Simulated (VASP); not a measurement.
# Vibrations of ZnO (zincite): a test of the settings, part 2 of 3

How far do the zone-centre frequencies of ZnO (zincite) depend on the numerical settings? The starting structure is a measured crystal structure from the Crystallography Open Database.

VASP 6.6.1.

### 2. Reference modes (continued)

Level of this step: LDA; plane waves and PAW (Zn, O) (VASP).

From OUTCAR (step 2):

```text
ion  position               nearest neighbor table
   1  0.667  0.333  0.000-   3 1.95   3 1.95   3 1.95   4 1.96
   2  0.333  0.667  0.500-   4 1.95   4 1.95   4 1.95   3 1.96
   3  0.333  0.667  0.879-   1 1.95   1 1.95   1 1.95   2 1.96
   4  0.667  0.333  0.379-   2 1.95   2 1.95   2 1.95   1 1.96

  LATTYP: Found a hexagonal cell.
 ALAT       =     3.1956798486
 C/A-ratio  =     1.6164651205

 Subroutine GETGRP returns: Found 12 space group operations
 (whereof  6 operations were pure point group operations)

The static configuration has the point symmetry C_3v.
 The point group associated with its full space group is C_6v.

 Found     76 irreducible k-points:

   k-points           NKPTS =     76   k-points in BZ     NKDIM =     76   number of bands    NBANDS=     24

   dimension x,y,z NGX =    24 NGY =   24 NGZ =   40
   dimension x,y,z NGXF=    48 NGYF=   48 NGZF=   80

   ENCUT  =  520.0 eV  38.22 Ry    6.18 a.u.   5.94  5.94  9.60*2*pi/ulx,y,z

   NELECT =      36.0000    total number of electrons

 k-points in reciprocal lattice and weights: Automatic mesh
   0.00000000  0.00000000  0.00000000       0.001
   0.08333333  0.00000000  0.00000000       0.007
   0.16666667  0.00000000  0.00000000       0.007
   0.25000000  0.00000000  0.00000000       0.007
   0.33333333  0.00000000  0.00000000       0.007
   0.41666667  0.00000000  0.00000000       0.007
   0.50000000  0.00000000  0.00000000       0.003
   0.08333333  0.08333333  0.00000000       0.007
   0.16666667  0.08333333  0.00000000       0.014
[...]
0.33333333  0.25000000  0.50000000       0.014
   0.33333333  0.33333333  0.50000000       0.002

 average (electrostatic) potential at core
       1 -36.7450       2 -36.7450       3 -74.0837       4 -74.0837

  Total        0.0063834      0.0063834      0.0054263      0.0000000     -0.0000000     -0.0000000
  in kB        0.2238607      0.2238607      0.1902946      0.0000000     -0.0000000     -0.0000000
  external PRESSURE =       0.2126720 kB  Pullay stress =       0.0000000 kB

  energy-cutoff  :      520.00
  volume of cell :       45.69
      direct lattice vectors                 reciprocal lattice vectors
     3.195679849  0.000000000  0.000000000     0.312922460  0.180665867  0.000000000
    -1.597839924  2.767539931  0.000000000     0.000000000  0.361331733  0.000000000
     0.000000000  0.000000000  5.165705012     0.000000000  0.000000000  0.193584418

 POSITION                                       TOTAL-FORCE (eV/Angst)
 -----------------------------------------------------------------------------------
      1.59784      0.92251      0.00139        -0.000000     -0.000000      0.001167
     -0.00000      1.84503      2.58424        -0.000000      0.000000      0.001167
     -0.00000      1.84503      4.53932         0.000000      0.000000     -0.001167
      1.59784      0.92251      1.95646        -0.000000     -0.000000     -0.001167
 -----------------------------------------------------------------------------------
    total drift:                                0.000001      0.000001     -0.000399

 MACROSCOPIC STATIC DIELECTRIC TENSOR (including local field effects in DFT)
 ------------------------------------------------------
           4.994579     0.000000     0.000000
           0.000000     4.994579     0.000000
           0.000000     0.000000     5.021242
 ------------------------------------------------------

 PIEZOELECTRIC TENSOR (including local field effects)  for field in x, y, z        (C/m^2)
          XX          YY          ZZ          XY          YZ          ZX
  --------------------------------------------------------------------------------
  x     0.00000     0.00000    -0.00000    -0.00000     0.00000     0.40393
  y     0.00000     0.00000     0.00000     0.00000     0.40393     0.00000
  z     0.37565     0.37565    -0.76555     0.00000     0.00000     0.00000

 BORN EFFECTIVE CHARGES (including local field effects) (in |e|, cummulative output)
 ---------------------------------------------------------------------------------
 ion    1
    1     2.07438     0.00000     0.00000
    2     0.00000     2.07438     0.00000
    3     0.00000     0.00000     2.13075
 ion    2
    1     2.07438     0.00000    -0.00000
    2     0.00000     2.07438     0.00000
    3     0.00000    -0.00000     2.13075
 ion    3
    1    -2.07438     0.00000     0.00000
    2     0.00000    -2.07438    -0.00000
    3     0.00000     0.00000    -2.13075
 ion    4
    1    -2.07438    -0.00000     0.00000
    2    -0.00000    -2.07438     0.00000
    3    -0.00000    -0.00000    -2.13075

 Eigenvectors and eigenvalues of the dynamical matrix
 ----------------------------------------------------

   1 f  =   16.634829 THz   104.519716 2PiTHz  554.878185 cm-1    68.796096 meV
             X         Y         Z           dx          dy          dz
      1.597840  0.922513  0.001389    -0.000000   -0.000000   -0.097068
     -0.000000  1.845027  2.584242     0.000000    0.000000    0.097068
     -0.000000  1.845027  4.539317     0.000000    0.000000   -0.700413
      1.597840  0.922513  1.956465    -0.000000   -0.000000    0.700413

   2 f  =   13.388216 THz    84.120640 2PiTHz  446.582803 cm-1    55.369186 meV
             X         Y         Z           dx          dy          dz
      1.597840  0.922513  0.001389     0.272804   -0.000002   -0.000000
     -0.000000  1.845027  2.584242    -0.272804    0.000002   -0.000000
     -0.000000  1.845027  4.539317    -0.652364    0.000004    0.000000
      1.597840  0.922513  1.956465     0.652364   -0.000004    0.000000

   3 f  =   13.388216 THz    84.120640 2PiTHz  446.582803 cm-1    55.369186 meV
             X         Y         Z           dx          dy          dz
      1.597840  0.922513  0.001389     0.000002    0.272804   -0.000000
     -0.000000  1.845027  2.584242    -0.000002   -0.272804   -0.000000
     -0.000000  1.845027  4.539317    -0.000004   -0.652364    0.000000
      1.597840  0.922513  1.956465     0.000004    0.652364    0.000000

   4 f  =   12.403320 THz    77.932360 2PiTHz  413.730233 cm-1    51.295988 meV
             X         Y         Z           dx          dy          dz
      1.597840  0.922513  0.001389     0.314173    0.000000    0.000000
     -0.000000  1.845027  2.584242     0.314173    0.000000    0.000000
     -0.000000  1.845027  4.539317    -0.633479   -0.000000   -0.000000
      1.597840  0.922513  1.956465    -0.633479   -0.000000   -0.000000

   5 f  =   12.403320 THz    77.932360 2PiTHz  413.730233 cm-1    51.295988 meV
             X         Y         Z           dx          dy          dz
      1.597840  0.922513  0.001389     0.000000   -0.314173   -0.000000
     -0.000000  1.845027  2.584242     0.000000   -0.314173   -0.000000
     -0.000000  1.845027  4.539317    -0.000000    0.633479    0.000000
      1.597840  0.922513  1.956465    -0.000000    0.633479    0.000000

   6 f  =   11.840756 THz    74.397667 2PiTHz  394.965119 cm-1    48.969412 meV
             X         Y         Z           dx          dy          dz
      1.597840  0.922513  0.001389    -0.000000   -0.000000    0.313235
     -0.000000  1.845027  2.584242    -0.000000   -0.000000    0.313235
     -0.000000  1.845027  4.539317     0.000000    0.000000   -0.633943
      1.597840  0.922513  1.956465     0.000000    0.000000   -0.633943

   7 f  =    7.839198 THz    49.255134 2PiTHz  261.487502 cm-1    32.420304 meV
             X         Y         Z           dx          dy          dz
      1.597840  0.922513  0.001389    -0.000000   -0.000000   -0.700413
     -0.000000  1.845027  2.584242     0.000000   -0.000000    0.700413
     -0.000000  1.845027  4.539317     0.000000    0.000000    0.097068
      1.597840  0.922513  1.956465    -0.000000    0.000000   -0.097068

   8 f  =    2.758171 THz    17.330102 2PiTHz   92.002696 cm-1    11.406875 meV
             X         Y         Z           dx          dy          dz
      1.597840  0.922513  0.001389     0.652364   -0.000087    0.000000
     -0.000000  1.845027  2.584242    -0.652364    0.000087    0.000000
     -0.000000  1.845027  4.539317     0.272804   -0.000037    0.000000
      1.597840  0.922513  1.956465    -0.272804    0.000037    0.000000

   9 f  =    2.758171 THz    17.330102 2PiTHz   92.002696 cm-1    11.406875 meV
             X         Y         Z           dx          dy          dz
      1.597840  0.922513  0.001389    -0.000087   -0.652364   -0.000000
     -0.000000  1.845027  2.584242     0.000087    0.652364   -0.000000
     -0.000000  1.845027  4.539317    -0.000037   -0.272804   -0.000000
      1.597840  0.922513  1.956465     0.000037    0.272804   -0.000000

  10 f/i=    0.005243 THz     0.032940 2PiTHz    0.174875 cm-1     0.021682 meV
             X         Y         Z           dx          dy          dz
      1.597840  0.922513  0.001389     0.000000    0.000000   -0.633943
     -0.000000  1.845027  2.584242     0.000000    0.000000   -0.633943
     -0.000000  1.845027  4.539317     0.000000    0.000000   -0.313235
      1.597840  0.922513  1.956465     0.000000    0.000000   -0.313235

  11 f/i=    0.012857 THz     0.080784 2PiTHz    0.428870 cm-1     0.053173 meV
             X         Y         Z           dx          dy          dz
      1.597840  0.922513  0.001389     0.629433   -0.071478    0.000000
     -0.000000  1.845027  2.584242     0.629433   -0.071478    0.000000
     -0.000000  1.845027  4.539317     0.312166   -0.035450    0.000000
      1.597840  0.922513  1.956465     0.312166   -0.035450    0.000000

  12 f/i=    0.012857 THz     0.080784 2PiTHz    0.428870 cm-1     0.053173 meV
             X         Y         Z           dx          dy          dz
      1.597840  0.922513  0.001389    -0.071478   -0.629433   -0.000000
     -0.000000  1.845027  2.584242    -0.071478   -0.629433   -0.000000
     -0.000000  1.845027  4.539317    -0.035450   -0.312166   -0.000000
      1.597840  0.922513  1.956465    -0.035450   -0.312166   -0.000000

 MACROSCOPIC STATIC DIELECTRIC TENSOR IONIC CONTRIBUTION
 ------------------------------------------------------
           4.205930    -0.000000    -0.000000
          -0.000000     4.205930    -0.000000
          -0.000000    -0.000000     4.880340
 ------------------------------------------------------

 ELASTIC MODULI CONTR FROM IONIC RELAXATION (kBar)
 Direction    XX          YY          ZZ          XY          YZ          ZX
 --------------------------------------------------------------------------------
 XX        -814.0717    314.4480    488.7038      0.0000      0.0000      0.0000
 YY         314.4480   -814.0717    488.7038     -0.0000     -0.0000     -0.0000
 ZZ         488.7038    488.7038   -956.0453     -0.0000     -0.0000     -0.0000
 XY           0.0000     -0.0000     -0.0000   -564.2598      0.0000      0.0000
 YZ           0.0000      0.0000     -0.0000      0.0000   -215.4633      0.0000
 ZX           0.0000     -0.0000     -0.0000      0.0000      0.0000   -213.5776
 --------------------------------------------------------------------------------

 PIEZOELECTRIC TENSOR IONIC CONTR  for field in x, y, z        (C/m^2)
          XX          YY          ZZ          XY          YZ          ZX
  --------------------------------------------------------------------------------
  x     0.00000    -0.00000    -0.00000    -0.00000     0.00000    -0.89183
  y    -0.00000    -0.00000    -0.00000     0.00000    -0.89576     0.00000
  z    -1.03897    -1.03897     2.03253     0.00000     0.00000     0.00000
```

Energies printed during the response cycles are not total energies of the cell.

Reference: the zone-centre modes are B1 (2) 554.9, E2 (2) 446.6, E1 413.7, A1 395.0, B1 (1) 261.5, E2 (1) 92.0 cm⁻¹.

### 3. Modes with a 6×6×4 mesh

Against step 2 the input has a 6×6×4 mesh.

INCAR

```
SYSTEM = ZnO
PREC = Accurate
ENCUT = 520
EDIFF = 1E-08
NELM = 100
ISMEAR = 0
SIGMA = 0.03
LREAL = .FALSE.
ALGO = Normal
GGA = CA
NBANDS = 24
LORBIT = 11
LWAVE = .FALSE.
LCHARG = .FALSE.
KPAR = 8
IBRION = 8
LEPSILON = .TRUE.
LPEAD = .TRUE.
ISIF = 2
```

POSCAR

```
ZnO
1.0
    3.1956798486      0.0000000000      0.0000000000
   -1.5978399243      2.7675399312      0.0000000000
    0.0000000000      0.0000000000      5.1657050116
Zn O
2 2
Direct
    0.6666666667      0.3333333333      0.0002688976
    0.3333333333      0.6666666667      0.5002688976
    0.3333333333      0.6666666667      0.8787411024
    0.6666666667      0.3333333333      0.3787411024
```

KPOINTS

```
Automatic mesh
0
Gamma
6 6 4
0 0 0
```

Potentials, in the order of the species: Zn and O (LDA family, release 64).

On the command line:

```
$ mpirun -np 8 vasp_std
```

The program printed:

```text
[banner, memory and clock lines left out]
running    8 mpi-ranks, on    1 nodes
[...]
[... a notice as in an earlier step ...]

 LDA part: xc-table for (Slater(with rela. corr.)+CA(PZ))
 , standard interpolation
 POSCAR, INCAR and KPOINTS ok, starting setup
[...]
entering main loop
       N       E                     dE             d eps       ncg     rms          rms(c)
DAV:   1     0.287606655923E+03    0.28761E+03   -0.18578E+04  1008   0.224E+03
DAV:   2     0.431328366053E+01   -0.28329E+03   -0.26957E+03  1080   0.434E+02
DAV:   3    -0.237877104137E+02   -0.28101E+02   -0.27881E+02  1192   0.142E+02
DAV:   4    -0.242296767831E+02   -0.44197E+00   -0.44178E+00  1088   0.187E+01
[...]
DAV:  16    -0.211563268152E+02    0.46215E-07   -0.87113E-08  1232   0.243E-03    0.548E-04
DAV:  17    -0.211563268019E+02    0.13343E-07   -0.10078E-08   600   0.231E-03    0.122E-04
DAV:  18    -0.211563268001E+02    0.17726E-08   -0.16952E-08   616   0.136E-03
   1 F= -.21156327E+02 E0= -.21156327E+02  d E =-.103400E-13
[...]
RMM:  13    -0.352910638268E+00    0.42956E-08    0.36325E-09  4298   0.192E-06    0.314E-07
 first order change of Fermi-energy   0.43345E-04
 force on displaced ion       3 direction 1 :  -9.059   0.000  -0.000
 Born effective charge ion    3 direction 1 :  -2.082  -0.002  -0.000
 Linear response progress:
  Degree of freedom:   4/  4
       N       E                     dE             d eps       ncg     rms          rms(c)
RMM:   1    -0.378198929730E+00   -0.37820E+00    0.57133E-01  2496   0.413E+00
RMM:   2    -0.369157396793E+00    0.90415E-02   -0.10864E-02  1618   0.109E+00    0.330E-01
RMM:   3    -0.370129469494E+00   -0.97207E-03   -0.13734E-03  1708   0.274E-01    0.167E-01
RMM:   4    -0.371208484813E+00   -0.10790E-02   -0.40346E-04  1673   0.132E-01    0.391E-02
[...]
RMM:  14    -0.371232827738E+00    0.49262E-07    0.14224E-09  1495   0.263E-06    0.434E-07
RMM:  15    -0.371232889019E+00   -0.61281E-07   -0.40539E-10  1356   0.165E-06    0.224E-07
RMM:  16    -0.371232840506E+00    0.48513E-07   -0.66778E-11   663   0.896E-07    0.611E-08
 first order change of Fermi-energy  -0.28530E+00
 force on displaced ion       3 direction 3 :   0.000  -0.000 -12.599
 Born effective charge ion    3 direction 3 :   0.000   0.000  -2.140
 Born effective charges drift removed
 Linear response finished
```

Run time: 61 s. Hardware: 8 MPI ranks of AMD EPYC 9R14 (Zen 4), shared host; peak memory 2.9 GiB.

Parts of OUTCAR (step 3):

```text
  Total        0.0079546      0.0079546     -0.0024684      0.0000000     -0.0000000      0.0000000
  in kB        0.2789603      0.2789603     -0.0865650      0.0000000     -0.0000000      0.0000000
  external PRESSURE =       0.1571186 kB  Pullay stress =       0.0000000 kB

 POSITION                                       TOTAL-FORCE (eV/Angst)
 -----------------------------------------------------------------------------------
      1.59784      0.92251      0.00139        -0.000000      0.000000      0.001182
     -0.00000      1.84503      2.58424         0.000000     -0.000000      0.001182
     -0.00000      1.84503      4.53932        -0.000000      0.000000     -0.001182
      1.59784      0.92251      1.95646         0.000000     -0.000000     -0.001182
 -----------------------------------------------------------------------------------
    total drift:                                0.000001      0.000001     -0.000394

 MACROSCOPIC STATIC DIELECTRIC TENSOR (including local field effects in DFT)
 ------------------------------------------------------
           4.799416    -0.000000    -0.000000
           0.000000     4.799416     0.000000
          -0.000000     0.000000     5.035712
 ------------------------------------------------------

 MACROSCOPIC STATIC DIELECTRIC TENSOR IONIC CONTRIBUTION
 ------------------------------------------------------
           4.253705    -0.000000     0.000000
          -0.000000     4.253705    -0.000000
           0.000000    -0.000000     4.935996
 ------------------------------------------------------

[... 1 part as in an earlier step ...]

[... 1 further part left out ...]
```

With a 6×6×4 mesh the modes are at the top B1 (2) 554.6, E2 (2) 446.5 cm⁻¹, at the bottom B1 (1) 261.5, E2 (1) 92.1 cm⁻¹, with 2 more of the listed ones between; the largest shift is -0.7 cm⁻¹, in E1, from the reference.

### 4. Modes with a cutoff of 400 eV

Against step 2 the input has ENCUT = 400.

Edit INCAR of step 3 so:

```diff
@@ -2,3 +2,3 @@
 PREC = Accurate
-ENCUT = 520
+ENCUT = 400
 EDIFF = 1E-08
```

POSCAR is that of step 3.

KPOINTS

```
Automatic mesh
0
Gamma
12 12 6
0 0 0
```

On the command line:

```
$ mpirun -np 8 vasp_std
```

The program printed:

```text
[... set-up lines as in an earlier step ...]
 entering main loop
       N       E                     dE             d eps       ncg     rms          rms(c)
DAV:   1     0.250005772148E+03    0.25001E+03   -0.15962E+04  3680   0.187E+03
DAV:   2    -0.137052449936E+01   -0.25138E+03   -0.23938E+03  4008   0.382E+02
DAV:   3    -0.238983172699E+02   -0.22528E+02   -0.22390E+02  4056   0.126E+02
DAV:   4    -0.242025406034E+02   -0.30422E+00   -0.30402E+00  4304   0.156E+01
[...]
DAV:  16    -0.211924359874E+02    0.37000E-07   -0.42434E-08  4272   0.171E-03    0.642E-04
DAV:  17    -0.211924359698E+02    0.17558E-07   -0.12607E-08  2360   0.232E-03    0.115E-04
DAV:  18    -0.211924359674E+02    0.24593E-08   -0.19855E-08  2448   0.151E-03
   1 F= -.21192436E+02 E0= -.21192436E+02  d E =-.620796E-15
 Linear response reoptimize wavefunctions to high precision
DAV:   1    -0.211924359650E+02    0.23592E-08   -0.21523E-09  1944   0.614E-04
DAV:   2    -0.211924359651E+02   -0.43656E-10   -0.28659E-10  1944   0.134E-04
 Linear response to external field (no local field effect), progress :
[...]
RMM:  14    -0.353341633515E+00    0.29568E-07   -0.23943E-09 16669   0.628E-06    0.965E-08
 first order change of Fermi-energy   0.19103E-03
 force on displaced ion       3 direction 1 :  -9.049   0.000   0.000
 Born effective charge ion    3 direction 1 :  -2.075   0.000   0.000
 Linear response progress:
  Degree of freedom:   4/  4
       N       E                     dE             d eps       ncg     rms          rms(c)
RMM:   1    -0.377034170529E+00   -0.37703E+00    0.58859E-01 10536   0.407E+00
RMM:   2    -0.369485338190E+00    0.75488E-02   -0.98116E-03  6597   0.108E+00    0.333E-01
RMM:   3    -0.370536664394E+00   -0.10513E-02   -0.14441E-03  7397   0.275E-01    0.168E-01
RMM:   4    -0.371638051897E+00   -0.11014E-02   -0.39723E-04  7048   0.127E-01    0.400E-02
[...]
RMM:  14    -0.371702256877E+00   -0.12781E-06   -0.69612E-10  7146   0.795E-06    0.831E-07
RMM:  15    -0.371702242705E+00    0.14173E-07    0.16882E-09  4696   0.620E-06    0.161E-07
RMM:  16    -0.371702237157E+00    0.55480E-08    0.32590E-10  3854   0.605E-06    0.632E-08
 first order change of Fermi-energy  -0.28691E+00
 force on displaced ion       3 direction 3 :  -0.000   0.000 -12.542
 Born effective charge ion    3 direction 3 :   0.000   0.000  -2.130
 Born effective charges drift removed
 Linear response finished
```

Elapsed: 3 min, on 8 MPI ranks; peak memory 6.3 GiB; 24 min of CPU time.

From OUTCAR (step 4):

```text
  Total       -1.3354640     -1.3354640     -1.3461562      0.0000000      0.0000000      0.0000000
  in kB      -46.8334360    -46.8334360    -47.2083991      0.0000000      0.0000000      0.0000000
  external PRESSURE =     -46.9584237 kB  Pullay stress =       0.0000000 kB

 POSITION                                       TOTAL-FORCE (eV/Angst)
 -----------------------------------------------------------------------------------
      1.59784      0.92251      0.00139        -0.000000     -0.000000      0.001016
     -0.00000      1.84503      2.58424         0.000000      0.000000      0.001016
     -0.00000      1.84503      4.53932         0.000000      0.000000     -0.001016
      1.59784      0.92251      1.95646        -0.000000      0.000000     -0.001016
 -----------------------------------------------------------------------------------
    total drift:                                0.000000      0.000001     -0.001740

 MACROSCOPIC STATIC DIELECTRIC TENSOR (including local field effects in DFT)
 ------------------------------------------------------
           4.995102     0.000000    -0.000000
           0.000000     4.995102     0.000000
           0.000000     0.000000     5.022611
 ------------------------------------------------------

 MACROSCOPIC STATIC DIELECTRIC TENSOR IONIC CONTRIBUTION
 ------------------------------------------------------
           4.212342    -0.000000     0.000000
          -0.000000     4.212342    -0.000000
           0.000000    -0.000000     4.812681
 ------------------------------------------------------

[... 1 part as in an earlier step ...]

[... 1 further part left out ...]
```

With a cutoff of 400 eV the modes are at the top B1 (2) 552.5, E2 (2) 445.8 cm⁻¹, at the bottom B1 (1) 264.6, E2 (1) 90.7 cm⁻¹, with 2 more of the listed ones between; the largest shift is +3.1 cm⁻¹, in B1 (1), from the reference.

(Part 2 of 3 ends here.)

[Lines on the potential files, build, host, timing and source positions are cut from VASP's logs without a mark.]

[Logs are printed without paths, hosts, clocks, repeated set-up lines and the standing remarks that a program may print on its own settings, such as how far it seeks lower states.]

[Hosts, paths, dates, database ids (printed as entryN), source tags and the programs' standing remarks are cut or masked in the printed files.]
